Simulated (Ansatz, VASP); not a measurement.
# Nb (Nb wire along [100], 5 atoms a period) in two plane-wave programs

Aim: how closely do two programs agree when they are given the same cell, functional and k mesh? Of the first pair: The structure shown is the start of the Ansatz relaxation below; VASP solves that cell, so the two are compared at the walk's first step.

Program: Ansatz 0.2.0. Level of theory: plane waves, with VASP 6.6.1 beside it; single point at PBE. Results are calculated unless marked as measured.

**1. Set-up**

The cell holds 5 atoms: 5 Nb. Cell: a = 10.110 Å, b = 10.110 Å, c = 3.310 Å, α = 90.0°, β = 90.0°, γ = 90.0°. Vacuum lies along a and b. The structure's axis is c.

**2. Ansatz: relaxation, PBE**

Ansatz runs on its PAW soft_1 files.

The two programs are compared at the cell with which this relaxation starts, whose forces are those of its first step.

The input, input.yaml:

```yaml
crystal:
  lattice:
    - [10.11, 0.0, 0.0]
    - [0.0, 10.11, 0.0]
    - [0.0, 0.0, 3.31]
  atoms:
    - { symbol: Nb, position: [0.5, 0.5, 0.0] }
    - { symbol: Nb, position: [0.336300692, 0.336300692, 0.5] }
    - { symbol: Nb, position: [0.336300692, 0.663699308, 0.5] }
    - { symbol: Nb, position: [0.663699308, 0.336300692, 0.5] }
    - { symbol: Nb, position: [0.663699308, 0.663699308, 0.5] }
kpoints:
  mp_grid: { grid: [1, 1, 25] }
scf:
  occupations: { method: fermi_dirac, width: 0.05 }
hamiltonian:
  xc: pbe
  pseudopotentials: { kind: paw, azcp: { folder: soft_1 } }
relax:
  cell: { fix: [a, b, alpha, beta, gamma] }
  max_steps: 45
  f_tol: 0.03
```

On the command line:

```sh
> ansatz run input.yaml --threads 4 --pin off --max-ram 16384MiB --backend cpu --events-out ev --progress --plain --runs-dir out
```

Numbers of over 12 decimals in the logs are rounded to 6 here.

What it wrote:

```text
Engine: ansatz 0.2.0, aarch64-unknown-linux-gnu
Pseudopotentials: kind: paw
Pseudopotential: Nb, paw, valence charge 13, recommended cutoff 420 eV (normal), soft_1/Nb.paw.azcp
Functional definition: PBE
  parameter kappa = 0.804
  parameter beta = 0.066725
  exchange = pbe_x(kappa = kappa, mu = beta*pi^2/3)
  correlation = pbe_c(beta = beta)
Crystal: 5 atoms, lattice volume = 338.322 Å³
Basis set: ecut = 420 eV, 6639 PW (Γ), exchange–correlation on 144×144×48 points (8 copies of the dense FFT grid, shifted against one another)
Bands: 39, of which v1, the nominal top of the filled ones, is band 33 counted from 1 (32 counted from 0)
Symmetry: 16 space group operations
Space group: P4/mmm (ITA 123), of the structure as read, at distance tolerance 7.0e-5 Å
k-points: 13 of 25
Non-local potential: Nb, projectors of the file, l = 0: 3, l = 1: 2, l = 2: 2, l = 3: 1
PAW form: soft (Blöchl's): semilocal exchange-correlation on the pseudo side does not see the compensation charge
PAW one-centre angular grid: Nb, 590 points (default); XC on 64 Gauss nodes
Initial density: superposition of atomic densities (neutral atoms: chi_scale 0, normalization atom)
Initial wavefunctions: pseudopotential atomic-orbital guess
Functional: x = pbe(κ = 0.804, μ = 0.219515), c = pbe(β = 0.066725)
SCF iter   1: F=—  HF=-22755.241812 eV  |F-HF|=—  |Δ(HF+E_count)|=         —  Δρ=5.28e-2  dr2=4.54e1  ethr=3.10e-3  ⟨swp⟩=8.2  Hψ=2045  notcnv=0
preconditioner: auto → LDOS  [metal: Δε(μ)=0.021 eV  Ē_g=2.825 eV  σ=0.050 eV  W_gap=0.10  n_scr=46 (ndim 8)  ℏωp=10.1 eV  f_vac=0.444  D(μ)=15.67/eV (n_scr^D=142)  β→1.0]
SCF iter   2: F=—  HF=-22747.845272 eV  |F-HF|=—  |Δ(HF+E_count)|=    7.40e0  Δρ=2.98e-2  dr2=4.81e0  ethr=3.10e-3  ⟨swp⟩=4.0  Hψ=1424  notcnv=0  defer=1
SCF iter   3: F=—  HF=-22748.370968 eV  |F-HF|=—  |Δ(HF+E_count)|=   5.26e-1  Δρ=1.04e-2  dr2=1.30e0  ethr=3.10e-3  ⟨swp⟩=3.0  Hψ=1169  notcnv=0
SCF iter   4: F=—  HF=-22748.239109 eV  |F-HF|=—  |Δ(HF+E_count)|=   1.32e-1  Δρ=4.03e-3  dr2=1.34e-1  ethr=2.00e-3  ⟨swp⟩=2.1  Hψ=781  notcnv=0
SCF iter   5: F=—  HF=-22748.232914 eV  |F-HF|=—  |Δ(HF+E_count)|=   6.19e-3  Δρ=1.53e-3  dr2=1.08e-2  ethr=2.06e-4  ⟨swp⟩=2.2  Hψ=793  notcnv=0
SCF iter   6: F=—  HF=-22748.236280 eV  |F-HF|=—  |Δ(HF+E_count)|=   3.37e-3  Δρ=6.13e-4  dr2=1.63e-3  ethr=1.66e-5  ⟨swp⟩=2.0  Hψ=710  notcnv=0
SCF iter   7: F=—  HF=-22748.236890 eV  |F-HF|=—  |Δ(HF+E_count)|=   6.10e-4  Δρ=2.70e-4  dr2=2.49e-4  ethr=2.50e-6  ⟨swp⟩=2.1  Hψ=688  notcnv=0
SCF iter   8: F=—  HF=-22748.237015 eV  |F-HF|=—  |Δ(HF+E_count)|=   1.25e-4  Δρ=1.00e-4  dr2=8.93e-5  ethr=3.83e-7  ⟨swp⟩=2.2  Hψ=720  notcnv=0
SCF iter   9: F=—  HF=-22748.237218 eV  |F-HF|=—  |Δ(HF+E_count)|=   2.03e-4  Δρ=2.68e-5  dr2=2.84e-6  ethr=1.37e-7  ⟨swp⟩=2.0  Hψ=652  notcnv=0
SCF iter  10: F=—  HF=-22748.237221 eV  |F-HF|=—  |Δ(HF+E_count)|=   3.52e-6  Δρ=9.50e-6  dr2=2.82e-7  ethr=4.37e-9  ⟨swp⟩=3.0  Hψ=784  notcnv=0
SCF iter  11: F=-22748.237222 eV  HF=-22748.237222 eV  |F-HF|=3.66e-8  |Δ(HF+E_count)|=   2.36e-7  Δρ=2.51e-6  dr2=1.96e-8  ethr=1.54e-10  ⟨swp⟩=6.0  Hψ=1883  notcnv=0
SCF 1 converged in 11 iterations: F = -22748.237222 eV  dr2 = 1.96e-8
  greatest PAW one-centre occupation: 0.998 electrons in one spin orbital (limit 2), on the Nb atom at site 0 (counted from 0), in its partial waves of l = 0
relax step   1: F+E_penalty+E_count = -22748.23722175 eV  Δ(F+E_penalty+E_count) = +0.000e0 eV  max|allowed force component| = 2.127e0 eV/Å  Δτ_max = 0.0000 Å  P = -7.225 GPa  Ω = 338.322 Å³  fix = [a, b, alpha, beta, gamma]  reactions: a -6.906, b -6.906 GPa  (11 SCF iters, dr2 threshold 1.00e-7 eV, accepted)
[...]
relax step   3: F+E_penalty+E_count = -22750.44527366 eV  Δ(F+E_penalty+E_count) = -1.431e-1 eV  max|allowed force component| = 8.919e-1 eV/Å  Δτ_max = 0.1560 Å  P = +2.222 GPa  Ω = 323.651 Å³  energy of the carried Pulay correction = +4.733e-4 eV  fix = [a, b, alpha, beta, gamma]  reactions: a +2.334, b +2.334 GPa  (8 SCF iters, dr2 threshold 5.00e-7 eV, accepted)
[...]
relax step   4: F+E_penalty+E_count = -22750.62105816 eV  Δ(F+E_penalty+E_count) = -1.758e-1 eV  max|allowed force component| = 1.194e-1 eV/Å  Δτ_max = 0.0923 Å  P = -0.452 GPa  Ω = 321.033 Å³  energy of the carried Pulay correction = +5.599e-4 eV  fix = [a, b, alpha, beta, gamma]  reactions: a -0.512, b -0.512 GPa  (8 SCF iters, dr2 threshold 5.00e-7 eV, accepted)
[...]
relax step   5: F+E_penalty+E_count = -22750.62486628 eV  Δ(F+E_penalty+E_count) = -3.808e-3 eV  max|allowed force component| = 1.433e-2 eV/Å  Δτ_max = 0.0096 Å  P = -0.146 GPa  Ω = 320.884 Å³  energy of the carried Pulay correction = +5.649e-4 eV  fix = [a, b, alpha, beta, gamma]  reactions: a -0.202, b -0.202 GPa  (6 SCF iters, dr2 threshold 5.00e-7 eV, accepted)
[...]
relax step   6: F+E_penalty+E_count = -22750.62430346 eV  Δ(F+E_penalty+E_count) = +5.628e-4 eV  max|allowed force component| = 1.421e-2 eV/Å  Δτ_max = 0.0000 Å  P = -0.145 GPa  Ω = 320.884 Å³  fix = [a, b, alpha, beta, gamma]  reactions: a -0.200, b -0.200 GPa  stress off target by 3.50e-2 GPa on what of the cell is left free  SCF on the basis re-selected at this cell (its energy is not comparable with the rows above)  (7 SCF iters)
basis re-selected at this cell: Δ(F+E_penalty+E_count) = +5.628e-4 eV, ΔP = +0.001 GPa vs the last step (what re-selecting the basis moved, of the pressure what is left beyond the Pulay correction that the steps carried, after the strain that the cell walked since its last selection, with what the two solves' SCF thresholds leave and, on support functions, any second-order correction that the steps lacked; it is no m [...]
SCF converged after 7 iterations
Free energy (F): -22750.624303 eV
Harris-Foulkes:  -22750.624303 eV  (|F-HF|=1.46e-11)
Internal energy: -22750.539488 eV  (E = F + TS)
E sigma→0 (E₀):  -22750.581896 eV
Entropy (-TS):   -0.084815 eV (-16.963 meV/atom)
Fermi energy:    2.897545 eV
--- Per-component energies (eV) ---
  E_band       = -1327.866259
  E_kinetic    = 1860.810262
  E_local      = -17357.204219  (includes V_loc(G=0)·N_el)
  E_nonlocal   = 487.644631
  E_hartree    = 7632.542105
  E_xc         = -819.218321
  E_vxc        = -990.403113  (∫ρ·V_xc dr)
  E_paw        = -15414.616742  (= ΣΔE_a)
  E_vpaw       = -593.798127  (= ΣTr[D̂ρ^β])
  E_aug_tail   = 0.000214  (compensation charges beyond the density's cutoff)
  E_ewald      = 859.502581
  E_smearing   = -0.084815  (= −TS)
  E_closure    = 0.000000  (closes the sum)
  Σ components = -22750.624303   (vs F -22750.624303, Δ=0.00e0)
--- Forces (eV/Å), atoms counted from 1 ---
  atom   1  Nb     0.00000000     0.00000000     0.00000000
  atom   2  Nb     0.01421037     0.01421037     0.00000000
  atom   3  Nb     0.01421037    -0.01421037     0.00000000
  atom   4  Nb    -0.01421037     0.01421037     0.00000000
  atom   5  Nb    -0.01421037    -0.01421037     0.00000000
  max |Σ_I F_I| component: 1.73e-18 eV/Å
--- Stress (GPa, compression-positive) ---
       -0.200118       0.000000       0.000000
        0.000000      -0.200118       0.000000
        0.000000       0.000000      -0.034962
  P = ⅓ Tr σ = -0.1451 GPa (-1.451 kbar)
--- Relaxed structure (5 steps of the walk, 5 accepted, 1 SCFs on fresh bases) ---
  F+E_penalty+E_count = -22750.62430346 eV   max|allowed force component| = 1.421e-2 eV/Å   (the final SCF, on the basis selected at the relaxed cell)
  cell:  # Å, volume = 320.8841 Å³
    - [10.11, 0.0, 0.0]
    - [0.0, 10.11, 0.0]
    - [0.0, 0.0, 3.139395]
  atoms:
    - { symbol: Nb, position: [0.5, 0.5, 0.0] }
    - { symbol: Nb, position: [0.354978, 0.354978, 0.5] }
    - { symbol: Nb, position: [0.354978, 0.645022, 0.5] }
    - { symbol: Nb, position: [0.645022, 0.354978, 0.5] }
    - { symbol: Nb, position: [0.645022, 0.645022, 0.5] }
```

In the SCF lines HF is the Harris–Foulkes energy and dr2 the Hartree energy of the density residual, in eV; the loop may stop once dr2 is under the threshold and the program's other checks hold. Hψ counts applications of the Hamiltonian.

**3. VASP: single point, PBE, start cell, pair 1**

The same cell, functional, mesh and smearing now go to VASP, with its own data sets.

Lines of VASP's logs that name or quote its potential files are left out, and so is its time.

The input, INCAR:

```
SYSTEM = Nb
PREC = Accurate
ENCUT = 400
EDIFF = 1E-06
NELM = 120
ISMEAR = -1
SIGMA = 0.05
LREAL = .FALSE.
ALGO = Normal
GGA = PE
NBANDS = 40
LASPH = .TRUE.
LORBIT = 11
LWAVE = .FALSE.
LCHARG = .FALSE.
ISIF = 2
GGA_COMPAT = .FALSE.
KPAR = 2
```

The input, POSCAR:

```
Nb
1.0
   10.1100000000      0.0000000000      0.0000000000
    0.0000000000     10.1100000000      0.0000000000
    0.0000000000      0.0000000000      3.3100000000
Nb
5
Direct
    0.5000000000      0.5000000000      0.0000000000
    0.3363006924      0.3363006924      0.5000000000
    0.3363006924      0.6636993076      0.5000000000
    0.6636993076      0.3363006924      0.5000000000
    0.6636993076      0.6636993076      0.5000000000
```

The input, KPOINTS:

```
Automatic mesh
0
Gamma
1 1 25
0 0 0
```

Potentials, in the order of the species: Nb_sv (PBE family, release 64).

On the command line:

```sh
> mpirun -np 2 vasp_std
```

What it wrote:

```text
[banner, memory and clock lines left out]
running    2 mpi-ranks, on    1 nodes
 distrk:  each k-point on    1 cores,    2 groups
 distr:  one band on    1 cores,    1 groups

 POSCAR found type information on POSCAR Nb
 POSCAR found :  1 types and       5 ions
 LDA part: xc-table for (Slater+PW92), standard interpolation
 POSCAR, INCAR and KPOINTS ok, starting setup
 FFT: planning ... GRIDC
 FFT: planning ... GRID_SOFT
 FFT: planning ... GRID
 WAVECAR not read
 entering main loop
       N       E                     dE             d eps       ncg     rms          rms(c)
DAV:   1     0.471125433179E+03    0.47113E+03   -0.32188E+04  1512   0.116E+03
DAV:   2     0.192395065020E+02   -0.45189E+03   -0.43763E+03  1352   0.421E+02
DAV:   3    -0.383349101849E+02   -0.57574E+02   -0.56194E+02  1768   0.866E+01
DAV:   4    -0.440943263274E+02   -0.57594E+01   -0.55666E+01  1768   0.282E+01
DAV:   5    -0.447040513819E+02   -0.60973E+00   -0.59411E+00  1784   0.763E+00    0.134E+01
DAV:   6    -0.404774194119E+02    0.42266E+01   -0.78956E+01  1720   0.338E+01    0.828E+00
DAV:   7    -0.380044103033E+02    0.24730E+01   -0.18166E+01  1600   0.153E+01    0.329E+00
DAV:   8    -0.377171016766E+02    0.28731E+00   -0.22485E+00  1704   0.595E+00    0.198E+00
DAV:   9    -0.377091005331E+02    0.80011E-02   -0.49929E-01  1688   0.362E+00    0.108E+00
DAV:  10    -0.377065577560E+02    0.25428E-02   -0.19316E-01  1760   0.222E+00    0.413E-01
DAV:  11    -0.377067190498E+02   -0.16129E-03   -0.48639E-02  1840   0.109E+00    0.168E-01
DAV:  12    -0.377114578728E+02   -0.47388E-02   -0.10776E-02  1544   0.503E-01    0.986E-02
DAV:  13    -0.377134279223E+02   -0.19700E-02   -0.22136E-03  1656   0.149E-01    0.690E-02
DAV:  14    -0.377147759016E+02   -0.13480E-02   -0.19147E-03  1616   0.195E-01    0.251E-02
DAV:  15    -0.377151210487E+02   -0.34515E-03   -0.26289E-04  1552   0.638E-02    0.175E-02
DAV:  16    -0.377152934878E+02   -0.17244E-03   -0.18388E-04  1536   0.526E-02    0.854E-03
DAV:  17    -0.377153181331E+02   -0.24645E-04   -0.31083E-05  1128   0.185E-02    0.370E-03
DAV:  18    -0.377153236064E+02   -0.54733E-05   -0.94839E-06  1184   0.115E-02    0.209E-03
DAV:  19    -0.377153245169E+02   -0.91045E-06   -0.15626E-06   960   0.540E-03
   1 F= -.37715325E+02 E0= -.37666926E+02  d E =-.967976E-01
```

From OUTCAR (step 3):

```text
ion  position               nearest neighbor table
   1  0.500  0.500  0.000-   2 2.87   3 2.87   4 2.87   5 2.87   2 2.87   3 2.87   4 2.87   5 2.87

  LATTYP: Found a simple tetragonal cell.
 ALAT       =    10.1100000000
 C/A-ratio  =     0.3273986152

 Subroutine GETGRP returns: Found 16 space group operations
 (whereof 16 operations were pure point group operations)

The static configuration has the point symmetry D_4h.

 Found     13 irreducible k-points:

   k-points           NKPTS =     13   k-points in BZ     NKDIM =     13   number of bands    NBANDS=     40

   dimension x,y,z NGX =    70 NGY =   70 NGZ =   24
   dimension x,y,z NGXF=   140 NGYF=  140 NGZF=   48

   ENCUT  =  400.0 eV  29.40 Ry    5.42 a.u.  16.49 16.49  5.40*2*pi/ulx,y,z

   NELECT =      65.0000    total number of electrons

 k-points in reciprocal lattice and weights: Automatic mesh
   0.00000000  0.00000000  0.00000000       0.040
   0.00000000  0.00000000  0.04000000       0.080
   0.00000000  0.00000000  0.08000000       0.080
   0.00000000  0.00000000  0.12000000       0.080
   0.00000000  0.00000000  0.16000000       0.080
   0.00000000  0.00000000  0.20000000       0.080
   0.00000000  0.00000000  0.24000000       0.080
   0.00000000  0.00000000  0.28000000       0.080
   0.00000000  0.00000000  0.32000000       0.080
   0.00000000  0.00000000  0.36000000       0.080
   0.00000000  0.00000000  0.40000000       0.080
   0.00000000  0.00000000  0.44000000       0.080
   0.00000000  0.00000000  0.48000000       0.080

 average (electrostatic) potential at core
       1 -87.5490       2 -88.3540       3 -88.3540       4 -88.3540       5 -88.3540

 E-fermi :   0.8472

 k-point     1 :       0.0000    0.0000    0.0000
  band No.  band energies     occupation
    ...
     29      -0.0460      2.00000
     30       0.3466      1.99991
     31       0.3466      1.99991
     32       0.7859      1.54664
     33       0.7859      1.54664
     34       1.1659      0.00340
     35       1.3183      0.00016
     36       1.3216      0.00015
     37       1.3808      0.00005
     38       1.3808      0.00005
    ...

 k-point     2 :       0.0000    0.0000    0.0400
  band No.  band energies     occupation
    ...
     29      -0.0636      2.00000
     30       0.3188      1.99995
     31       0.3188      1.99995
     32       0.8403      1.06868
     33       0.8403      1.06868
     34       1.1188      0.00871
     35       1.2436      0.00072
     36       1.3305      0.00013
     37       1.3905      0.00004
     38       1.3905      0.00004
    ...

 k-point     3 :       0.0000    0.0000    0.0800
  band No.  band energies     occupation
    ...
     27      -0.1199      2.00000
     28      -0.1191      2.00000
     29      -0.1191      2.00000
     30       0.2872      1.99997
     31       0.2872      1.99997
     32       0.9529      0.21549
     33       0.9529      0.21549
     34       1.0001      0.08969
     35       1.0629      0.02641
     36       1.3666      0.00006
    ...

  Total      -15.0324245    -15.0324245    -17.0631785      0.0000000      0.0000000      0.0000000
  in kB      -71.1884125    -71.1884125    -80.8053679      0.0000000      0.0000000      0.0000000
  external PRESSURE =     -74.3940643 kB  Pullay stress =       0.0000000 kB

  energy-cutoff  :      400.00
  volume of cell :      338.32
      direct lattice vectors                 reciprocal lattice vectors
    10.110000000  0.000000000  0.000000000     0.098911968  0.000000000  0.000000000
     0.000000000 10.110000000  0.000000000     0.000000000  0.098911968  0.000000000
     0.000000000  0.000000000  3.310000000     0.000000000  0.000000000  0.302114804

 POSITION                                       TOTAL-FORCE (eV/Angst)
 -----------------------------------------------------------------------------------
      5.05500      5.05500      0.00000         0.000000     -0.000000      0.000000
      3.40000      3.40000      1.65500         2.132344      2.132344      0.000000
      3.40000      6.71000      1.65500         2.132344     -2.132344      0.000000
      6.71000      3.40000      1.65500        -2.132344      2.132344     -0.000000
      6.71000      6.71000      1.65500        -2.132344     -2.132344      0.000000
 -----------------------------------------------------------------------------------
    total drift:                                0.000000      0.000000      0.000000

  FREE ENERGIE OF THE ION-ELECTRON SYSTEM (eV)
  ---------------------------------------------------
  free  energy   TOTEN  =       -37.7153245169 eV

  energy  without entropy=      -37.6185269157  energy(sigma->0) =      -37.66692572

 total charge
# of ion       s       p       d       tot
------------------------------------------
    1        2.225   5.989   2.436  10.650
    2        2.194   5.908   2.430  10.532
    3        2.194   5.908   2.430  10.532
    4        2.194   5.908   2.430  10.532
    5        2.194   5.908   2.430  10.532
--------------------------------------------------
tot         11.002  29.621  12.157  52.780

[... 3 further parts left out ...]
```

(Part 1 of 2 ends here.)

[Lines on the potential files, build, host, timing and source positions are cut from VASP's logs without a mark.]

[Logs are printed without paths, hosts, clocks, repeated set-up lines and the standing remarks that a program may print on its own settings, such as how far it seeks lower states.]

[Hosts, paths, dates, database ids (printed as entryN), source tags and the programs' standing remarks are cut or masked in the printed files.]
